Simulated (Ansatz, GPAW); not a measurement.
# Geometry or basis: what sets the conductance of 1,4-diisocyanobenzene between two Ir chains, part 4 of 4

Wanted: T(E) of 1,4-diisocyanobenzene between two Ir chains at a relaxed geometry in two programs, beside the unrelaxed structure.

GPAW 26.7.0 and Ansatz 0.2.0; Ansatz plane waves; relaxation of the junction with the lead ends held; PAW set soft_1 (the session's first sound run).

So far, transmission at the Fermi level (one spin): step 3 (plane-wave reference (PBE)) 0.252; step 5 (GPAW, szp: basis = "szp(dzp)", PBE, GPAW) 0.214; step 6 (minimal basis, PBE, GPAW) 0.248; step 7 (LDA in the dzp basis: xc = "LDA") 0.233; step 8 (without the relaxation: geometry = "as built", PBE, GPAW) 0.200.

## Step 10: The levels side by side

The curves are compared point by point over the common energies.

This step: comparison of transmission and cost over codes, levels and geometry; PAW set soft_1 (GPAW 26.7.0).

Ladder, by row:

```
   step    code  T at the Fermi level (sum over the listed spins)  conductance (G0)  r.m.s. T(E) from the first  wall time (s)  peak memory (GiB)  threads
 pw-pbe  Ansatz                                            0.2516            0.2697                           0           5097              7.153        4
    dzp    GPAW                                            0.2211             0.231                      0.1019            576               2.64        1
    szp    GPAW                                            0.2138            0.2156                      0.2536          368.6               2.55        1
     sz    GPAW                                            0.2482            0.2483                      0.2671          250.4               2.45        1
dzp-LDA    GPAW                                            0.2334            0.2438                      0.1125          492.1               2.64        1
asbuilt    GPAW                                            0.2002            0.1999                      0.4383          485.5               2.65        1
```

The transmission, zone mean, sum over the listed spins by energy, zero at the Fermi level:

```csv
energy (eV),pw-pbe,dzp,szp,sz,dzp-LDA,asbuilt
-2.000,0.428,0.315,0.157,0.106,0.332,0.0320
-1.800,0.266,0.207,0.121,0.0921,0.216,0.0310
-1.600,0.188,0.161,0.113,0.0945,0.169,0.0330
-1.400,0.187,0.151,0.122,0.11,0.158,0.0367
-1.200,0.177,0.161,0.141,0.133,0.168,0.0403
-1.000,0.125,0.129,0.129,0.129,0.136,0.0438
-0.800,0.101,0.112,0.134,0.145,0.118,0.0508
-0.600,0.172,0.151,0.215,0.255,0.152,0.0666
-0.400,0.726,0.626,0.746,0.829,0.583,0.0978
-0.350,0.798,0.791,0.806,0.874,0.758,0.109
-0.325,0.772,0.827,0.786,0.856,0.808,0.114
-0.200,0.356,0.461,0.333,0.388,0.521,0.146
0.000,0.252,0.221,0.214,0.248,0.233,0.200
0.050,0.387,0.250,0.244,0.279,0.266,0.213
0.200,0.0996,0.0756,0.0851,0.102,0.0729,0.248
0.400,0.0343,0.0273,0.0394,0.0504,0.0257,0.307
0.600,0.0208,0.0193,0.0384,0.0534,0.0185,0.410
0.800,0.0177,0.0188,0.0562,0.0871,0.0182,0.579
1.000,0.0197,0.0232,0.130,0.249,0.0228,0.793
1.200,0.0284,0.0371,0.679,0.990,0.0368,0.970
1.275,0.0353,0.0483,0.990,0.608,0.0480,0.997
1.400,0.0576,0.0868,0.352,0.201,0.0874,0.959
1.600,0.219,0.431,0.0850,0.0648,0.451,0.707
1.700,0.655,0.995,0.0530,0.0427,0.994,0.545
1.750,0.985,0.737,0.0423,0.0342,0.676,0.456
1.800,0.799,0.366,0.0328,0.0259,0.320,0.355
2.000,0.0570,9.4e-6,5.5e-7,3.0e-6,7.6e-6,1.6e-7
```

## Step 11: Potential alignment off

Without the shift, lead and junction are matched by their Fermi levels alone.

This step: GPAW LCAO, PAW setups; Landauer transmission from Green's functions with principal layers (ASE), zero bias (GPAW 26.7.0).

File run.py:

```python
import json
import numpy as np
from ase import Atoms
from ase.transport.calculators import TransportCalculator
from gpaw import GPAW, FermiDirac
from gpaw.lcao.tools import get_lcao_hamiltonian
from scipy.linalg import eigh

# The junction with lead layers at both ends, along the third cell vector
device = Atoms(
    ['Ir', 'Ir', 'Ir', 'Ir', 'Ir', 'Ir', 'Ir', 'Ir', 'C', 'N', 'C', 'H', 'H', 'C', 'C', 'C', 'C', 'H', 'H', 'C', 'N', 'C', 'Ir', 'Ir', 'Ir', 'Ir', 'Ir', 'Ir', 'Ir', 'Ir'],
    positions=[
        [5.40801, 4.50000, 1.15000],
        [5.40801, 4.50000, 3.45000],
        [5.40801, 4.50000, 5.75000],
        [5.40801, 4.50000, 8.05000],
        [5.40801, 4.50000, 10.35000],
        [5.40801, 4.50000, 12.65000],
        [5.95408, 4.63999, 14.98505],
        [5.08000, 4.43994, 17.23592],
        [5.38713, 4.52109, 19.19912],
        [5.43080, 4.53596, 20.41191],
        [5.41944, 4.53851, 21.82426],
        [7.57270, 4.57932, 22.10889],
        [3.26003, 4.49910, 22.05899],
        [6.60454, 4.56076, 22.60890],
        [4.21587, 4.51617, 22.58223],
        [6.58774, 4.55921, 24.01507],
        [4.19905, 4.51450, 23.98836],
        [7.54362, 4.57674, 24.53819],
        [3.23119, 4.49645, 24.48898],
        [5.38435, 4.53523, 24.77324],
        [5.37373, 4.53155, 26.18548],
        [5.41869, 4.52430, 27.39849],
        [5.73446, 4.49764, 29.35950],
        [4.84661, 4.54275, 31.61127],
        [5.40801, 4.50000, 33.94572],
        [5.40801, 4.50000, 36.24572],
        [5.40801, 4.50000, 38.54572],
        [5.40801, 4.50000, 40.84572],
        [5.40801, 4.50000, 43.14572],
        [5.40801, 4.50000, 45.44572]],
    cell=[[10.81602, 0.0, 0.0], [0.0, 9.0, 0.0], [0.0, 0.0, 46.59572]],
    pbc=True)

# One principal layer of the lead: the first 5 atoms of the device
lead = Atoms(
    ['Ir', 'Ir', 'Ir', 'Ir', 'Ir'],
    positions=[
        [5.40801, 4.50000, 1.15000],
        [5.40801, 4.50000, 3.45000],
        [5.40801, 4.50000, 5.75000],
        [5.40801, 4.50000, 8.05000],
        [5.40801, 4.50000, 10.35000]],
    cell=[[10.81602, 0.0, 0.0], [0.0, 9.0, 0.0], [0.0, 0.0, 11.5]],
    pbc=True)

settings = dict(mode='lcao', basis='dzp', xc='PBE', h=0.18,
                occupations=FermiDirac(0.1), maxiter=250,
                mixer=dict(beta=0.1, nmaxold=8, weight=100.0),
                convergence=dict(density=0.0001))
energies = np.arange(-2, 2 + 1e-9, 0.025)
eta = 0.0001
n1, n2 = 1, 1
# k and -k transmit alike, so half of the mesh across the current serves
mesh = [(i, j) for i in range(n1) for j in range(n2) if (i, j) <= (-i % n1, -j % n2)]
weights = np.array([1 if (i, j) == (-i % n1, -j % n2) else 2 for i, j in mesh]) / (n1 * n2)

# [... helper functions left out ...]
fermi_lead = ground_state(lead, (1, 1, 10), 'lead.txt')
fermi_device = ground_state(device, (1, 1, 2), 'device.txt')
# [... loop over the mesh left out, but for ...]
        # Lead and device are aligned by their Fermi levels alone
        shift = 0.0
# [...]
kT = 8.617333e-5 * 300
bias = [0.1, 0.2, 0.5, 1.0, 1.5, 2.0]
# [... integrals and printing left out ...]
```

Run with:

```
> OMP_NUM_THREADS=1 OPENBLAS_NUM_THREADS=1 python run.py
```

Log:

```text
basis functions: device 582, principal layer 135
Fermi level: lead -4.1347 eV, device -3.9099 eV; lead shifted by 0.0000 eV
largest coupling past the next layer 1.48e-06 eV, largest misfit of the first layer 0.077 eV
  E-E_F (eV)   T (one spin)  channels
    -2.000    3.1406e-01    4.0000
    -1.975    2.9661e-01    4.0000
    -1.950    2.8038e-01    4.0000
    -1.925    2.6539e-01    4.0000
    -1.900    2.5162e-01    4.0000
    -1.875    2.3902e-01    4.0000
    -1.850    2.2755e-01    4.0000
    -1.825    2.1715e-01    4.0000
    -1.800    2.0777e-01    4.0000
    -1.775    1.9934e-01    4.0000
    -1.750    1.9180e-01    4.0000
    -1.725    1.8510e-01    4.0000
    -1.700    1.7917e-01    4.0000
    -1.675    1.7394e-01    4.0000
    -1.650    1.6937e-01    4.0000
    -1.625    1.6539e-01    4.0000
[...]
1.825    2.2961e-01    3.0000
     1.850    1.4675e-01    3.0000
     1.875    8.8138e-02    3.0000
     1.900    4.5232e-02    3.0000
     1.925    1.2127e-02    3.0000
     1.950    2.2285e-05    1.0000
     1.975    1.3660e-05    1.0000
     2.000    9.3411e-06    1.0000
conductance at 300 K: 0.22821 G0 a cell; thermopower -11.91 uV/K
current from the zero-bias T(E) at 0.1 V: 1.8008 uA
current from the zero-bias T(E) at 0.2 V: 3.6955 uA
current from the zero-bias T(E) at 0.5 V: 10.048 uA
current from the zero-bias T(E) at 1.0 V: 22.496 uA
current from the zero-bias T(E) at 1.5 V: 26.089 uA
current from the zero-bias T(E) at 2.0 V: 28.772 uA
```

Run time: 9.4 min. Hardware: 1 thread of Arm Neoverse V1, shared host; peak memory 2.6 GiB.

This step gave:

```yaml
conductance: 0.2282 G₀
largest_misfit_of_the_first_principal_layer: 0.07727 eV
shift_that_aligns_the_lead: 0 eV
transmission_at_the_fermi_level_one_spin: 0.2107
```

One spin. The transmission, zone mean by energy, zero at the Fermi level:

```csv
energy (eV),"transmission, zone mean"
-2.000,0.314
-1.900,0.252
-1.800,0.208
-1.700,0.179
-1.600,0.162
-1.500,0.153
-1.400,0.150
-1.300,0.166
-1.200,0.162
-1.100,0.147
-1.000,0.130
-0.900,0.118
-0.800,0.112
-0.700,0.117
-0.600,0.152
-0.500,0.279
-0.400,0.625
-0.325,0.833
-0.300,0.828
-0.200,0.454
-0.100,0.230
0.000,0.211
0.075,0.351
0.100,0.297
0.200,0.0758
0.300,0.0398
0.400,0.0274
0.500,0.0219
0.600,0.0193
0.700,0.0184
0.800,0.0187
0.900,0.0202
1.000,0.0232
1.100,0.0284
1.200,0.0375
1.300,0.0540
1.400,0.0876
1.500,0.169
1.600,0.424
1.700,0.995
1.800,0.349
1.900,0.0452
2.000,9.3e-6
```

Crossings of the lead's bands, unfolded to its shortest repeat. Open channels, zone mean against energy, zero at the Fermi level:

```csv
energy (eV),"open channels, zone mean"
-2.000,4
-1.900,4
-1.800,4
-1.700,4
-1.600,4
-1.500,4
-1.400,4
-1.300,6
-1.200,6
-1.100,6
-1.000,6
-0.900,6
-0.800,6
-0.700,6
-0.600,6
-0.500,6
-0.400,6
-0.300,6
-0.200,6
-0.100,6
0.000,6
0.100,4
0.200,4
0.300,4
0.400,4
0.500,4
0.600,4
0.700,4
0.800,4
0.900,3
1.000,3
1.100,3
1.200,3
1.300,3
1.400,3
1.500,3
1.600,3
1.700,3
1.800,3
1.900,3
2.000,1
```

Not self-consistent under bias; the bias window is split evenly. Table of current through one cell, from the zero-bias transmission by bias:

```
bias (V)  current through one cell, from the zero-bias transmission (μA)
   0.100                                                            1.80
   0.200                                                            3.70
   0.500                                                            10.0
   1.000                                                            22.5
   1.500                                                            26.1
   2.000                                                            28.8
```

Table of transmission of the three most open eigenchannels by energy, zero at the Fermi level:

| energy (eV) | channel 1 | channel 2 | channel 3 |
| --- | --- | --- | --- |
| -2.000 | 0.314 | 2.8e-5 | 5.4e-6 |
| -1.800 | 0.208 | 3.1e-5 | 1.9e-5 |
| -1.600 | 0.162 | 4.0e-5 | 2.9e-5 |
| -1.400 | 0.150 | 6.8e-5 | 2.4e-5 |
| -1.200 | 0.162 | 1.1e-4 | 2.0e-5 |
| -1.000 | 0.130 | 1.5e-4 | 1.8e-5 |
| -0.800 | 0.111 | 2.5e-4 | 8.9e-6 |
| -0.600 | 0.151 | 4.8e-4 | 4.5e-6 |
| -0.400 | 0.625 | 6.2e-4 | 4.3e-6 |
| -0.200 | 0.454 | 2.6e-4 | 5.7e-6 |
| 0.000 | 0.211 | 1.5e-4 | 1.5e-5 |
| 0.200 | 0.0757 | 7.5e-5 | 7.1e-6 |
| 0.400 | 0.0274 | 4.0e-5 | 2.7e-6 |
| 0.600 | 0.0193 | 2.4e-5 | 1.4e-6 |
| 0.800 | 0.0187 | 1.5e-5 | 4.3e-7 |
| 1.000 | 0.0232 | 4.9e-6 | 9.7e-9 |
| 1.200 | 0.0375 | 1.2e-6 | 3.7e-11 |
| 1.400 | 0.0876 | 5.1e-7 | 7.1e-8 |
| 1.600 | 0.424 | 1.1e-6 | 6.6e-7 |
| 1.800 | 0.349 | 3.3e-6 | 1.1e-6 |
| 2.000 | 9.3e-6 | 2.9e-10 | 0 |

The conductance, 0.228 G₀, lies 1.2 % below that of the dzp run.

## Step 12: What came out

| Quantity | Value |
| --- | --- |
| conductance | 0.231 G₀ |
| transmission at the Fermi level, mean of the spins | 0.221 |

What this shows: In the dzp basis the junction conducts 0.231 G₀ at 300 K, with T = 0.221 a spin at the Fermi level; the sz basis reaches that conductance within 10 %. Relaxation moved atoms by up to 0.56 Å and took the conductance from 0.200 to 0.231 G₀, as a ratio a larger change than the step from dzp to the minimal basis. Plane waves (PBE) give T = 0.252 there. At the Fermi level one eigenchannel carries the current (0.22). Measured against the first run (pw-pbe), the nearest curve is that of dzp (r.m.s. 0.10) and the farthest that of asbuilt (0.44). Over the compared runs wall time goes from 250 s (sz) to 5097 s (pw-pbe), on a shared host; the plane-wave run used 4 threads and the orbital runs 1. The leads kept an estimated spacing and the cell its length, so the junction may be under some tension or compression. The run had no spin polarisation, so a magnetic state, which chains and small molecules with open shells often have, wasn't tested. Spin-orbit coupling is left out, which matters for the heavy atoms here. Semilocal functionals put molecular levels too near the Fermi level, so such conductances usually come out too high, and chain electrodes have a sharper density of states than real ones. An evenly spaced straight chain is an idealisation: free chains tend to dimerise, zigzag or, where a band edge lies near the Fermi level, turn magnetic. The currents use the zero-bias T(E) throughout, which holds only while the bias is small against the distance to the nearest feature. Within about eight thermal energies of the Fermi level ln T(E) bends sharply from one computed energy to the next, or the lead's channel count changes, so the thermal averages, above all the thermopower, rest on an interpolation that may be rough.

[Logs are printed without paths, hosts, clocks, repeated set-up lines and the standing remarks that a program may print on its own settings, such as how far it seeks lower states.]

[Hosts, paths, dates, database ids (printed as entryN), source tags and the programs' standing remarks are cut or masked in the printed files.]
